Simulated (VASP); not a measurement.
Here is a VASP 6.6.1 calculation.

INCAR

```
SYSTEM = RuS
PREC     = Accurate       ! precision mode
ENCUT    = 520            ! plane-wave cutoff, eV
EDIFF    = 1E-7           ! SCF threshold, eV
ISMEAR   = 0              ! smearing method
SIGMA    = 0.05           ! smearing width, eV
LREAL    = .False.        ! projectors in reciprocal space
LASPH    = .True.         ! aspherical terms in the spheres
NELM     = 60             ! most SCF steps
ALGO     = Normal         ! electronic algorithm
ISIF     = 2              ! what is computed and relaxed
LWAVE    = .False.        ! write WAVECAR
LCHARG   = .False.        ! write CHGCAR
ISPIN    = 2              ! spin polarisation
MAGMOM   = 1 0            ! initial moments
LORBIT   = 11             ! projections on sites
NUPDOWN  = 3              ! fixed moment
LMAXMIX  = 4              ! l up to which the mixer works
LDAU     = .True.         ! DFT+U
LDAUTYPE = 2            
LDAUL    = 2 -1           ! shell
LDAUU    = 6 0            ! U, eV
LDAUJ    = 0 0          
LDAUPRINT= 1            
METAGGA  = R2SCAN         ! meta-GGA
LMIXTAU  = .True.
```

KPOINTS

```
Automatic mesh
0
Gamma
  6 6 6
  0 0 0
```

File POSCAR:

```
RuS
1.0
    0.0000000000      2.5467554600      2.5467554600
    2.5467554600      0.0000000000      2.5467554600
    2.5467554600      2.5467554600      0.0000000000
Ru S
1 1
Direct
    0.5000000000      0.5000000000      0.5000000000
    0.0000000000      0.0000000000      0.0000000000
```

Potentials or basis: VASP PAW PBE potentials, release 64 (Ru_pv, S).

Run with:

```bash
$ cat potpaw_PBE.64/Ru_pv/POTCAR potpaw_PBE.64/S/POTCAR > POTCAR
$ mpirun -np 1 vasp_std > vasp.out
```

Problem. Predict the pressure.

Solution. 8.7 GPa.

Eigenvalues of the final occupation matrices:
```
    site  spin  trace               eigenvalues
site 1 d     1   4.43  0.86 0.86 0.90 0.90 0.90
site 1 d     2   1.51  0.14 0.14 0.41 0.41 0.41
```

Caveat: the moment is held away from its start; the PAW data sets were made with another functional, which shifts forces and pressure a little; the total moment is fixed, so each spin has its own Fermi level. The state reached can hang on the start; a lower one may exist.
